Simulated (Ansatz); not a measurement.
The parent structure is AlSb in the zinc blende structure (space group F-43m, No. 216; a = 6.226 Å). Axes: x, y, z lie along the cube axes.

It is then changed as follows: a pure shear with ε_yz = ε_zy = 0.0120; the atoms relax in the strained cell.

Levels (all Ansatz, a program for electronic structure, PAW): PBE (420 eV, without spin-orbit coupling); r2SCAN (500 eV, no SOC).

The geometry is relaxed with PBE.

| Property | Result |
|---|---|
| PBE band gap | 1.05 eV |
| PBE gap character | indirect, Γ → R |
| PBE smallest direct gap | 1.17 eV |

### Question
How does going to r2SCAN change the band gap, gap character and smallest direct gap?

### Answer
The band gap rises by 0.328 eV to 1.37 eV; the gap character goes from indirect, Γ → R to indirect, Γ → X; the smallest direct gap goes up by 0.55 eV (1.17 eV → 1.72 eV).

Single points use the geometry relaxed with PBE. Spin-orbit coupling, missing from the scalar runs, can matter with Sb. Stability against distortions was not tested. k-point labels follow each cell's own Brillouin zone.
